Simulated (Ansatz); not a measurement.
# TaC5: one candidate of a structure search

Aim: relax a trial structure of TaC5 and see where it ends.

Method: DFT PBE, scalar-relativistic, plane waves, PAW, in Ansatz 0.2.0.

## (1) The system as given

It takes space group P4/mmm (No. 123, tetragonal). The conventional cell has a = 3.954 Å, b = 3.954 Å, c = 5.983 Å, α = 90.00°, β = 90.00°, γ = 90.00°. Around Ta (site symmetry 4/mmm) lie 10 C at 2.18 to 2.99 Å. Around C (site symmetry m2m) lie 4 C at 1.49 to 2.10 Å and 2 Ta at 2.18 Å. Around C (site symmetry 4/mmm) lie 2 Ta at 2.99 Å.

Structure file:

```cif
data_structure
_symmetry_space_group_name_H-M 'P4/mmm'
_symmetry_Int_Tables_number 123
_cell_length_a 3.9542
_cell_length_b 3.9542
_cell_length_c 5.9833
_cell_angle_alpha 90.000
_cell_angle_beta 90.000
_cell_angle_gamma 90.000
_cell_volume 93.55
loop_
_atom_site_label
_atom_site_type_symbol
_atom_site_symmetry_multiplicity
_atom_site_Wyckoff_symbol
_atom_site_fract_x
_atom_site_fract_y
_atom_site_fract_z
_atom_site_occupancy
Ta1 Ta 1 b 0.00000 0.00000 0.50000 1
C1 C 4 o 0.76562 0.50000 0.50000 1
C2 C 1 a 0.00000 0.00000 0.00000 1
```

Recipe of the guess: random cell by space group and Wyckoff sites (P4/mmm, No. 123). The dimensions are guesses.

## (2) Probe: one point on a coarse mesh

The input, input.yaml:

```yaml
crystal:
  lattice:
    - [3.95416571, 0.0, 0.0]
    - [0.0, 3.95416571, 0.0]
    - [0.0, 0.0, 5.98325232]
  atoms:
    - { symbol: Ta, position: [0.0, 0.0, 0.5] }
    - { symbol: C, position: [0.76561666, 0.5, 0.5] }
    - { symbol: C, position: [0.23438334, 0.5, 0.5] }
    - { symbol: C, position: [0.5, 0.76561666, 0.5] }
    - { symbol: C, position: [0.5, 0.23438334, 0.5] }
    - { symbol: C, position: [0.0, 0.0, 0.0] }
basis:
  ecutwfc: 420
kpoints:
  mp_grid: { grid: [4, 4, 4] }
hamiltonian:
  xc: pbe
scf:
  occupations: { method: gaussian, width: 0.1 }
  lower_state_search: "off"
output:
  forces: true
  stress: true
  eigenvalues: true
```

Run with:

```
> ansatz run input.yaml --threads 1 --pin off --max-ram 2560MiB --backend cpu --events-out ev --progress --plain --runs-dir out
```

The log of the run (excerpt; [...] marks lines left out):

```text
[...]
SCF converged after 8 iterations
Free energy (F): -11170.122215 eV
[...]
E sigma→0 (E₀):  -11170.101521 eV
Entropy (-TS):   -0.041389 eV (-6.898 meV/atom)
Fermi energy:    5.773972 eV
[...]
--- Forces (eV/Å), atoms counted from 1 ---
  atom   1  Ta     0.00000000    -0.00000000    -0.00000000
  atom   2  C     -0.49392175     0.00000000    -0.00000000
  atom   3  C      0.49392175     0.00000000     0.00000000
  atom   4  C     -0.00000000    -0.49392175     0.00000000
  atom   5  C      0.00000000     0.49392175    -0.00000000
  atom   6  C     -0.00000000    -0.00000000     0.00000000
[...]
--- Stress (GPa, compression-positive) ---
        0.999099      -0.000000       0.000000
       -0.000000       0.999099       0.000000
        0.000000       0.000000     -17.745981
  P = ⅓ Tr σ = -5.2493 GPa (-52.493 kbar)
--- Band table (eV; the first three rows and the last of 18) ---
  k-point 0: bands = ["-63.4177", "-30.2430", "-30.2430", "-29.7371", "-14.4921", "-6.4864", "-5.9497", "-5.9497", "-5.5209", "-3.9771", "-2.7451", "-1.7227", "3.9834", "3.9834", "5.4299", "6.3767", "6.4271", "6.4271", "6.6449", "8.2599", "8.2599", "8.4456", "8.4456"]
[...]
```

Wall time 8.6 s (1 thread of Intel Xeon at 2.50GHz (Skylake/Cascade Lake), shared host); peak memory 0.36 GiB.

Read-out: pressure -5.2 GPa, largest force 0.49 eV/Å, gap on this mesh none (metal). A guess like this is first relaxed loosely on the coarse mesh.

## (3) Coarse relaxation

Changes to input.yaml since step 2:

```diff
@@ -25 +25,6 @@
   eigenvalues: true
+relax:
+  adjacent_minimum: "off"
+  f_tol: 0.04
+  max_steps: 70
+  cell: { stress_tol: 0.4 }
```

Run with:

```
> ansatz run input.yaml --threads 1 --pin off --max-ram 2560MiB --backend cpu --events-out ev --progress --plain --runs-dir out
```

The log of the run:

```text
Warning: RAYON_NUM_THREADS=1 ignored (pool sized by the plan → 1); use --threads N
Engine: ansatz 0.2.0, x86_64-unknown-linux-gnu
Pseudopotentials: kind: paw
Pseudopotential: Ta, paw, valence charge 13, recommended cutoff 420 eV (normal), Ta.paw.azcp
Pseudopotential: C, paw, valence charge 4, recommended cutoff 420 eV (normal), C.paw.azcp
Functional definition: PBE
  parameter kappa = 0.804
  parameter beta = 0.06672455060314922
  exchange = pbe_x(kappa = kappa, mu = beta*pi^2/3)
  correlation = pbe_c(beta = beta)
Crystal: 6 atoms, lattice volume = 93.551 Å³
Basis set: ecut = 420 eV, 1811 PW (Γ), exchange–correlation on 54×54×80 points (8 copies of the dense FFT grid, shifted against one another)
Bands: 23, of which v1, the nominal top of the filled ones, is band 17 counted from 1 (16 counted from 0)
Symmetry: 16 space group operations
Space group: P4/mmm (ITA 123), of the structure as read, at distance tolerance 4.5e-5 Å
k-points: 18 of 64
Non-local potential: Ta, projectors of the file, l = 0: 3, l = 1: 2, l = 2: 2, l = 3: 1
Non-local potential: C, projectors of the file, l = 0: 2, l = 1: 2, l = 2: 1
PAW form: soft (Blöchl's): semilocal exchange-correlation on the pseudo side does not see the compensation charge
PAW one-centre angular grid: Ta, 590 points (default); XC on 64 Gauss nodes
PAW one-centre angular grid: C, 110 points (default); XC on 64 Gauss nodes
Initial density: superposition of atomic densities (neutral atoms: chi_scale 0, normalization atom), corrected by the library's trained network
Initial wavefunctions: pseudopotential atomic-orbital guess
Functional: x = pbe(κ = 0.804, μ = 0.2195149727645171), c = pbe(β = 0.06672455060314922)
SCF iter   1: F=—  HF=-11170.268954 eV  |F-HF|=—  |Δ(HF+E_count)|=         —  Δρ=3.25e-2  dr2=2.84e0  ethr=1.77e-3  ⟨swp⟩=6.3  Hψ=1986  notcnv=0
preconditioner: auto → LDOS  [metal: Δε(μ)=0.033 eV  Ē_g=9.287 eV  σ=0.100 eV  W_gap=0.18  n_scr=20 (ndim 8)  ℏωp=19.2 eV  f_vac=0.143  D(μ)=6.63/eV (n_scr^D=74)  β→1.0]
SCF iter   2: F=—  HF=-11170.116357 eV  |F-HF|=—  |Δ(HF+E_count)|=   1.53e-1  Δρ=7.76e-3  dr2=1.41e-1  ethr=1.77e-3  ⟨swp⟩=3.0  Hψ=830  notcnv=0  defer=21
SCF iter   3: F=—  HF=-11170.123633 eV  |F-HF|=—  |Δ(HF+E_count)|=   7.28e-3  Δρ=2.91e-3  dr2=9.07e-3  ethr=4.29e-4  ⟨swp⟩=2.4  Hψ=551  notcnv=0  defer=21
SCF iter   4: F=—  HF=-11170.121923 eV  |F-HF|=—  |Δ(HF+E_count)|=   1.71e-3  Δρ=6.14e-4  dr2=4.72e-4  ethr=2.75e-5  ⟨swp⟩=2.0  Hψ=548  notcnv=0  defer=21
SCF iter   5: F=—  HF=-11170.122135 eV  |F-HF|=—  |Δ(HF+E_count)|=   2.12e-4  Δρ=4.74e-4  dr2=6.53e-4  ethr=1.43e-6  ⟨swp⟩=2.5  Hψ=638  notcnv=0  defer=21
SCF iter   6: F=—  HF=-11170.122117 eV  |F-HF|=—  |Δ(HF+E_count)|=   1.78e-5  Δρ=1.31e-4  dr2=5.31e-5  ethr=1.43e-6  ⟨swp⟩=1.0  Hψ=393  notcnv=0  defer=21
SCF iter   7: F=—  HF=-11170.122215 eV  |F-HF|=—  |Δ(HF+E_count)|=   9.80e-5  Δρ=1.91e-5  dr2=6.93e-7  ethr=1.61e-7  ⟨swp⟩=1.0  Hψ=414  notcnv=0  defer=21
SCF iter   8: F=-11170.122215 eV  HF=-11170.122215 eV  |F-HF|=1.72e-8  |Δ(HF+E_count)|=   6.62e-8  Δρ=5.18e-6  dr2=3.90e-8  ethr=3.03e-10  ⟨swp⟩=8.2  Hψ=1747  notcnv=0
SCF 1 converged in 8 iterations: F = -11170.122215 eV  dr2 = 3.90e-8
relax step   1: F+E_penalty+E_count = -11170.12221540 eV  Δ(F+E_penalty+E_count) = +0.000e0 eV  max|allowed force component| = 4.939e-1 eV/Å  Δτ_max = 0.0000 Å  P = -5.249 GPa  Ω = 93.551 Å³  (8 SCF iters, dr2 threshold 1.00e-7 eV, accepted)
Crystal: 6 atoms, lattice volume = 89.332 Å³
Basis set: ecut = 420 eV, 1763 PW (Γ), exchange–correlation on 54×54×80 points (8 copies of the dense FFT grid, shifted against one another)
Initial density: handed on by an earlier stage of this run
Initial wavefunctions: those handed on with the density
iter 1 solved again at ethr=8.26e-5 eV; its pass at ethr=3.10e-3 eV (dr2=2.72e-2 eV) is discarded
SCF iter   1: F=—  HF=-11170.689174 eV  |F-HF|=—  |Δ(HF+E_count)|=         —  Δρ=4.68e-3  dr2=2.77e-2  ethr=8.26e-5  ⟨swp⟩=1.8  Hψ=2785  notcnv=0
preconditioner: auto → LDOS  [metal: Δε(μ)=0.017 eV  Ē_g=9.468 eV  σ=0.100 eV  W_gap=0.09  n_scr=20 (ndim 8)  ℏωp=19.6 eV  f_vac=0.129  D(μ)=7.77/eV (n_scr^D=98)  β→1.0]
SCF iter   2: F=—  HF=-11170.685696 eV  |F-HF|=—  |Δ(HF+E_count)|=   3.48e-3  Δρ=2.59e-3  dr2=1.31e-2  ethr=8.26e-5  ⟨swp⟩=2.0  Hψ=574  notcnv=0
SCF iter   3: F=—  HF=-11170.685097 eV  |F-HF|=—  |Δ(HF+E_count)|=   5.99e-4  Δρ=7.72e-4  dr2=8.64e-4  ethr=3.96e-5  ⟨swp⟩=2.2  Hψ=529  notcnv=0
SCF iter   4: F=—  HF=-11170.685100 eV  |F-HF|=—  |Δ(HF+E_count)|=   3.10e-6  Δρ=3.05e-4  dr2=1.54e-4  ethr=2.62e-6  ⟨swp⟩=2.1  Hψ=560  notcnv=0
SCF iter   5: F=—  HF=-11170.685165 eV  |F-HF|=—  |Δ(HF+E_count)|=   6.42e-5  Δρ=1.28e-4  dr2=3.23e-5  ethr=4.66e-7  ⟨swp⟩=1.7  Hψ=433  notcnv=0
SCF iter   6: F=—  HF=-11170.685168 eV  |F-HF|=—  |Δ(HF+E_count)|=   3.46e-6  Δρ=5.44e-5  dr2=6.24e-6  ethr=9.79e-8  ⟨swp⟩=2.0  Hψ=545  notcnv=0
SCF iter   7: F=-11170.685168 eV  HF=-11170.685168 eV  |F-HF|=1.02e-7  |Δ(HF+E_count)|=   1.58e-7  Δρ=9.41e-6  dr2=1.49e-7  ethr=1.82e-9  ⟨swp⟩=4.2  Hψ=1623  notcnv=0
the search or the solves at the SCF's close seem to have found levels that the self-consistency loop had missed (the run counts 1). By its estimate they hold under 1e-12 electrons; where the run keeps them, the occupations were computed again with them
SCF 2 converged in 7 iterations: F = -11170.685168 eV  dr2 = 1.49e-7
relax step   2: F+E_penalty+E_count = -11170.68516784 eV  Δ(F+E_penalty+E_count) = -5.630e-1 eV  max|allowed force component| = 4.330e-1 eV/Å  Δτ_max = 0.0042 Å  P = -6.029 GPa  Ω = 89.332 Å³  energy of the carried Pulay correction = +8.138e-3 eV  (7 SCF iters, dr2 threshold 6.00e-7 eV, accepted)
Crystal: 6 atoms, lattice volume = 85.230 Å³
Basis set: ecut = 420 eV, 1651 PW (Γ), exchange–correlation on 54×54×80 points (8 copies of the dense FFT grid, shifted against one another)
iter 1 solved again at ethr=1.04e-4 eV; its pass at ethr=3.10e-3 eV (dr2=3.42e-2 eV) is discarded
SCF iter   1: F=—  HF=-11171.335964 eV  |F-HF|=—  |Δ(HF+E_count)|=         —  Δρ=5.49e-3  dr2=3.42e-2  ethr=1.04e-4  ⟨swp⟩=1.4  Hψ=2699  notcnv=0
preconditioner: auto → LDOS  [metal: Δε(μ)=0.057 eV  Ē_g=9.568 eV  σ=0.100 eV  W_gap=0.31  n_scr=20 (ndim 8)  ℏωp=20.1 eV  f_vac=0.118  D(μ)=5.88/eV (n_scr^D=58)  β→1.0]
SCF iter   2: F=—  HF=-11171.330703 eV  |F-HF|=—  |Δ(HF+E_count)|=   5.26e-3  Δρ=3.23e-3  dr2=1.64e-2  ethr=1.04e-4  ⟨swp⟩=2.1  Hψ=605  notcnv=0
SCF iter   3: F=—  HF=-11171.329043 eV  |F-HF|=—  |Δ(HF+E_count)|=   1.66e-3  Δρ=8.44e-4  dr2=7.79e-4  ethr=4.98e-5  ⟨swp⟩=2.3  Hψ=570  notcnv=0
SCF iter   4: F=—  HF=-11171.329183 eV  |F-HF|=—  |Δ(HF+E_count)|=   1.40e-4  Δρ=3.90e-4  dr2=2.78e-4  ethr=2.36e-6  ⟨swp⟩=2.0  Hψ=593  notcnv=0
SCF iter   5: F=—  HF=-11171.329202 eV  |F-HF|=—  |Δ(HF+E_count)|=   1.89e-5  Δρ=1.53e-4  dr2=3.86e-5  ethr=8.41e-7  ⟨swp⟩=2.5  Hψ=583  notcnv=0
SCF iter   6: F=—  HF=-11171.329208 eV  |F-HF|=—  |Δ(HF+E_count)|=   5.73e-6  Δρ=3.96e-5  dr2=2.62e-6  ethr=1.17e-7  ⟨swp⟩=2.0  Hψ=552  notcnv=0
SCF iter   7: F=-11171.329208 eV  HF=-11171.329208 eV  |F-HF|=3.07e-8  |Δ(HF+E_count)|=   5.44e-8  Δρ=7.05e-6  dr2=5.32e-8  ethr=1.82e-9  ⟨swp⟩=5.7  Hψ=1710  notcnv=0
SCF 3 converged in 7 iterations: F = -11171.329208 eV  dr2 = 5.32e-8
relax step   3: F+E_penalty+E_count = -11171.32920753 eV  Δ(F+E_penalty+E_count) = -6.440e-1 eV  max|allowed force component| = 2.612e-1 eV/Å  Δτ_max = 0.0072 Å  P = -6.689 GPa  Ω = 85.230 Å³  energy of the carried Pulay correction = +1.642e-2 eV  (7 SCF iters, dr2 threshold 6.00e-7 eV, accepted)
[... from here on, the SCF cycles and remarks between the steps are left out ...]
relax step   4: F+E_penalty+E_count = -11172.02819495 eV  Δ(F+E_penalty+E_count) = -6.990e-1 eV  max|allowed force component| = 4.903e-2 eV/Å  Δτ_max = 0.0084 Å  P = -6.541 GPa  Ω = 81.109 Å³  energy of the carried Pulay correction = +2.513e-2 eV  (6 SCF iters, dr2 threshold 6.00e-7 eV, accepted)
relax step   5: F+E_penalty+E_count = -11172.72462806 eV  Δ(F+E_penalty+E_count) = -6.964e-1 eV  max|allowed force component| = 1.917e-1 eV/Å  Δτ_max = 0.0013 Å  P = -5.195 GPa  Ω = 76.760 Å³  energy of the carried Pulay correction = +3.479e-2 eV  (7 SCF iters, dr2 threshold 6.00e-7 eV, accepted)
relax step   6: F+E_penalty+E_count = -11173.32608437 eV  Δ(F+E_penalty+E_count) = -6.015e-1 eV  max|allowed force component| = 4.444e-1 eV/Å  Δτ_max = 0.0064 Å  P = -3.428 GPa  Ω = 73.038 Å³  energy of the carried Pulay correction = +4.345e-2 eV  (7 SCF iters, dr2 threshold 6.00e-7 eV, accepted)
relax step   7: F+E_penalty+E_count = -11173.69199813 eV  Δ(F+E_penalty+E_count) = -3.659e-1 eV  max|allowed force component| = 9.762e-1 eV/Å  Δτ_max = 0.0163 Å  P = +0.531 GPa  Ω = 69.630 Å³  energy of the carried Pulay correction = +5.174e-2 eV  (8 SCF iters, dr2 threshold 6.00e-7 eV, accepted)
relax step   8: F+E_penalty+E_count = -11173.44859081 eV  Δ(F+E_penalty+E_count) = +2.434e-1 eV  max|allowed force component| = 3.613e0 eV/Å  Δτ_max = 0.0726 Å  P = +12.201 GPa  Ω = 68.657 Å³  energy of the carried Pulay correction = +5.417e-2 eV  (8 SCF iters, dr2 threshold 6.00e-7 eV, rejected (line search))
relax step   9: F+E_penalty+E_count = -11173.79067027 eV  Δ(F+E_penalty+E_count) = -9.867e-2 eV  max|allowed force component| = 6.420e-1 eV/Å  Δτ_max = 0.0227 Å  P = -0.297 GPa  Ω = 71.021 Å³  energy of the carried Pulay correction = +4.831e-2 eV  (8 SCF iters, accepted)
relax step  10: F+E_penalty+E_count = -11173.78923521 eV  Δ(F+E_penalty+E_count) = +1.435e-3 eV  max|allowed force component| = 4.813e-1 eV/Å  Δτ_max = 0.0217 Å  P = -0.787 GPa  Ω = 72.141 Å³  energy of the carried Pulay correction = +4.560e-2 eV  (6 SCF iters, dr2 threshold 6.00e-7 eV, accepted)
relax step  11: F+E_penalty+E_count = -11173.80548471 eV  Δ(F+E_penalty+E_count) = -1.625e-2 eV  max|allowed force component| = 2.903e-2 eV/Å  Δτ_max = 0.0094 Å  P = -0.101 GPa  Ω = 71.401 Å³  energy of the carried Pulay correction = +4.739e-2 eV  (5 SCF iters, dr2 threshold 6.00e-7 eV, accepted)
Basis set: ecut = 420 eV, 1365 PW (Γ), exchange–correlation on 60×60×60 points (8 copies of the dense FFT grid, shifted against one another)
Initial wavefunctions: pseudopotential atomic-orbital guess (no wavefunctions were taken with the density)
iter 1 solved again at ethr=2.23e-7 eV; its pass at ethr=3.10e-3 eV (dr2=7.35e-5 eV) is discarded
SCF iter   1: F=—  HF=-11173.803920 eV  |F-HF|=—  |Δ(HF+E_count)|=         —  Δρ=4.33e-4  dr2=1.24e-5  ethr=2.23e-7  ⟨swp⟩=3.6  Hψ=3102  notcnv=0
preconditioner: auto → LDOS  [metal: Δε(μ)=0.048 eV  Ē_g=9.613 eV  σ=0.100 eV  W_gap=0.26  n_scr=18 (ndim 8)  ℏωp=22.0 eV  f_vac=0.065  D(μ)=5.46/eV (n_scr^D=80)  β→1.0]
SCF iter   2: F=—  HF=-11173.804222 eV  |F-HF|=—  |Δ(HF+E_count)|=   3.02e-4  Δρ=3.83e-5  dr2=1.08e-6  ethr=3.75e-8  ⟨swp⟩=2.0  Hψ=645  notcnv=0
SCF iter   3: F=—  HF=-11173.804219 eV  |F-HF|=—  |Δ(HF+E_count)|=   3.34e-6  Δρ=1.67e-5  dr2=2.33e-7  ethr=3.29e-9  ⟨swp⟩=2.1  Hψ=613  notcnv=0
SCF iter   4: F=—  HF=-11173.804219 eV  |F-HF|=—  |Δ(HF+E_count)|=   3.95e-8  Δρ=3.33e-6  dr2=9.67e-9  ethr=7.05e-10  ⟨swp⟩=2.1  Hψ=551  notcnv=0
SCF iter   5: F=-11173.804219 eV  HF=-11173.804219 eV  |F-HF|=1.61e-9  |Δ(HF+E_count)|=  8.00e-10  Δρ=1.20e-6  dr2=1.98e-9  ethr=1.16e-11  ⟨swp⟩=4.8  Hψ=1440  notcnv=0
SCF 12 converged in 5 iterations: F = -11173.804219 eV  dr2 = 1.98e-9
relax step  12: F+E_penalty+E_count = -11173.80421851 eV  Δ(F+E_penalty+E_count) = +1.266e-3 eV  max|allowed force component| = 3.500e-2 eV/Å  Δτ_max = 0.0000 Å  P = -0.189 GPa  Ω = 71.401 Å³  stress off target by 2.34e-1 GPa  SCF on the basis re-selected at this cell (its energy is not comparable with the rows above)  (5 SCF iters)
basis re-selected at this cell: Δ(F+E_penalty+E_count) = +1.266e-3 eV, ΔP = -0.088 GPa vs the last step (what re-selecting the basis moved, of the pressure what is left beyond the Pulay correction that the steps carried, after the strain that the cell walked since its last selection, with what the two solves' SCF thresholds leave and, on support functions, any second-order correction that the steps lacked; it is no measure of the basis error at this ecutwfc). The dense FFT grid was sized anew with the basis: this SCF ran on 30×30×30 points, the steps before it on 27×27×40, so part of this shift can come from that change (see relax.cell in the input reference). This SCF's stress stands 2.34e-1 GPa from its target on what of the cell is left free (relax.cell.stress_tol is 4.00e-1 GPa) and its largest allowed force component is 3.50e-2 eV/Å (relax.f_tol is 4.00e-2 eV/Å): within both
SCF converged after 5 iterations
Free energy (F): -11173.804219 eV
Harris-Foulkes:  -11173.804219 eV  (|F-HF|=1.61e-9)
Internal energy: -11173.776934 eV  (E = F + TS)
E sigma→0 (E₀):  -11173.790576 eV
Entropy (-TS):   -0.027285 eV (-4.547 meV/atom)
Fermi energy:    8.824579 eV
--- Per-component energies (eV) ---
  E_band       = -248.009710
  E_kinetic    = 800.167604
  E_local      = -1799.177107  (includes V_loc(G=0)·N_el)
  E_nonlocal   = 151.362073
  E_hartree    = 618.207325
  E_xc         = -452.318643
  E_vxc        = -493.162281  (∫ρ·V_xc dr)
  E_paw        = -8890.555082  (= ΣΔE_a)
  E_vpaw       = -143.614398  (= ΣTr[D̂ρ^β])
  E_aug_tail   = 0.000227  (compensation charges beyond the density's cutoff)
  E_ewald      = -1601.463331
  E_smearing   = -0.027285  (= −TS)
  E_closure    = 0.000000  (closes the sum)
  Σ components = -11173.804219   (vs F -11173.804219, Δ=0.00e0)
--- Forces (eV/Å), atoms counted from 1 ---
  atom   1  Ta     0.00000000     0.00000000     0.00000000
  atom   2  C      0.03500229    -0.00000000     0.00000000
  atom   3  C     -0.03500229     0.00000000    -0.00000000
  atom   4  C      0.00000000     0.03500229     0.00000000
  atom   5  C     -0.00000000    -0.03500229    -0.00000000
  atom   6  C     -0.00000000     0.00000000     0.00000000
  max |Σ_I F_I| component: 1.11e-16 eV/Å
--- Stress (GPa, compression-positive) ---
       -0.165938       0.000000      -0.000000
        0.000000      -0.165938      -0.000000
       -0.000000      -0.000000      -0.234493
  P = ⅓ Tr σ = -0.1888 GPa (-1.888 kbar)
--- Band table (eV; the first three rows and the last of 18) ---
  k-point 0: bands = ["-60.0626", "-26.8257", "-26.8257", "-26.2984", "-11.2891", "-2.9348", "-2.9348", "-2.0009", "-0.8859", "-0.5193", "-0.1830", "2.0473", "7.6148", "7.6148", "8.8939", "8.8939", "9.0970", "11.0135", "11.0135", "11.0665", "11.0665", "11.5849", "13.3730"]
  k-point 1: bands = ["-60.0626", "-26.8248", "-26.8248", "-26.3054", "-11.2710", "-2.9162", "-2.9162", "-1.6149", "-0.8573", "-0.4110", "-0.1753", "2.0548", "6.4239", "6.4239", "6.6289", "9.6993", "9.6993", "11.0358", "11.0358", "11.1664", "12.1212", "12.1212", "13.3836"]
  k-point 2: bands = ["-60.0626", "-26.8239", "-26.8239", "-26.3124", "-11.2527", "-2.8972", "-2.8972", "-1.2305", "-0.8283", "-0.2531", "-0.1678", "2.6236", "4.2102", "5.8025", "5.8025", "9.7767", "9.7767", "10.8056", "11.0531", "11.0531", "13.3946", "13.6650", "13.8116"]
  k-point 17: bands = ["-60.0620", "-26.8537", "-26.8537", "-26.3085", "-10.8759", "-4.2846", "-4.2846", "-0.9750", "0.6036", "2.6925", "3.9291", "4.0720", "4.0720", "4.2467", "4.4822", "4.4822", "7.7352", "8.6017", "9.8890", "9.8890", "13.7559", "13.7559", "14.3063"]
--- Relaxed structure (11 steps of the walk, 10 accepted, 1 SCFs on fresh bases) ---
  F+E_penalty+E_count = -11173.80421851 eV   max|allowed force component| = 3.500e-2 eV/Å   (the final SCF, on the basis selected at the relaxed cell)
  cell:  # Å, volume = 71.4009 Å³
    - [4.137934265669144, 2.5058645166971713e-33, 1.0495273471393276e-32]
    - [1.8348380352385146e-33, 4.137934265669144, -6.690605835637584e-34]
    - [1.4738660628746582e-32, -1.0123901177698523e-33, 4.1700021681671755]
  atoms:
    - { symbol: Ta, position: [-4.478475810749471e-19, -5.301053000478935e-19, 0.5] }
    - { symbol: C, position: [0.745694653818652, 0.49999999999999994, 0.5] }
    - { symbol: C, position: [0.25430534618134804, 0.49999999999999994, 0.5] }
    - { symbol: C, position: [0.49999999999999994, 0.745694653818652, 0.5] }
    - { symbol: C, position: [0.49999999999999994, 0.25430534618134804, 0.5] }
    - { symbol: C, position: [-4.478475810749421e-19, -5.301053000478937e-19, 3.2295437887672415e-35] }
```

Run time: 2 min. Hardware: 1 thread of Intel Xeon at 2.50GHz (Skylake/Cascade Lake), shared host; peak memory 0.38 GiB.

The steps of the relaxation:

```csv
step,E - E(step 1) (eV/cell),largest force component (eV/Å),pressure (GPa),volume (Å³)
1,0.0000,0.4939,-5.25,93.55
2,-0.5630,0.4330,-6.03,89.33
3,-1.2070,0.2612,-6.69,85.23
4,-1.9060,0.0490,-6.54,81.11
5,-2.6024,0.1917,-5.20,76.76
6,-3.2039,0.4444,-3.43,73.04
7,-3.5698,0.9762,0.53,69.63
8,-3.3264,3.6131,12.20,68.66
9,-3.6685,0.6420,-0.30,71.02
10,-3.6670,0.4813,-0.79,72.14
11,-3.6833,0.0290,-0.10,71.40
12,-3.6820,0.0350,-0.19,71.40
```

Step 1 is the start. Step 12 repeats the geometry before it on a plane-wave basis chosen anew for that cell, so its energy need not be comparable with the rows above. Step 8 was tried and not accepted. The walk judges its steps with a correction for the finite basis (Pulay term) that this column leaves out, so accepted steps can climb here and lower ones be refused.

|  | before | after | change |
| --- | --- | --- | --- |
| a (Å) | 3.954 | 4.138 | +4.6 % |
| b (Å) | 3.954 | 4.138 | +4.6 % |
| c (Å) | 5.983 | 4.170 | -30.3 % |
| volume (Å³/atom) | 15.59 | 11.90 | -23.7 % |
| shortest distance (Å) | 1.485 | 1.438 | -3.2 % |
| space group (0.01 Å) | P4/mmm | P4/mmm | same |

Forces and stress were held to the start's 16 operations: a distortion of lower symmetry was not tested.

[end of part 1 of 2]
